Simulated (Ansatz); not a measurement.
The calculation used Ansatz, DFT PBE, scalar-relativistic, plane waves, PAW. Settings: cutoff 420 eV, Γ-centred meshes spaced at most about 0.3 Å⁻¹, and about 0.25 Å⁻¹ or finer for metals (2π included), Gaussian smearing. No spin polarisation.

All energies are static (0 K, no zero-point motion).

Compare these two cells of TiH5, each relaxed at this level.

1. Space group P1 (No. 1), triclinic, a = 2.951 Å, b = 2.951 Å, c = 17.711 Å, α = 91.5°, β = 90.2°, γ = 120.0°. Ti on its first site has 7 H at 1.87–1.95 Å; around Ti on its second site lie 7 H at 1.87–1.95 Å; H on its first site has 4 Ti at 1.87–1.94 Å, 3 H at 2.06 Å and 3 H at 2.42 Å; H on its second site has 3 Ti at 1.95 Å and 3 H at 2.42 Å; around H on its third site lie 3 Ti at 1.95 Å and 3 H at 2.42 Å; 7 more sites not described.

2. Space group P-3m1 (No. 164), trigonal, a = 2.955 Å, c = 17.238 Å. Around Ti lie 7 H at 1.87–1.95 Å; around H on its first site lie 4 Ti at 1.87–1.94 Å, 3 H at 2.07 Å and 3 H at 2.42 Å; around H on its second site lie 3 Ti at 1.95 Å and 3 H at 2.42 Å; H on its third site has 1 H at 0.75 Å; H on its fourth site has 1 H at 0.75 Å; 1 more site not described.

**Question.** Which form is favoured at zero pressure, and by what margin per atom?

**Answer.** They are level within the accuracy (2 meV/atom apart, with cell 1 the lower in these runs). Cell 1 has space group P1 (No. 1), 11.1 Å³/atom and no gap on its mesh; cell 2 has space group P-3m1 (No. 164), 10.9 Å³/atom and no gap. Cell 1 and cell 2 both hold H–H pairs as short as in free H₂ molecules. Origin: cell 1, invented, then shaken at random and relaxed again; cell 2, invented.

The k mesh leaves some 4 meV/atom of noise in the energy of each metallic cell. Weakly bound directions are ill-defined at this level, which has no dispersion term (P1, P-3m1), and this can change margins and order among such cells. With hydrogen, zero-point motion can shift such differences by 10 meV/atom or more. Cells relaxed within their symmetry can be saddle points.
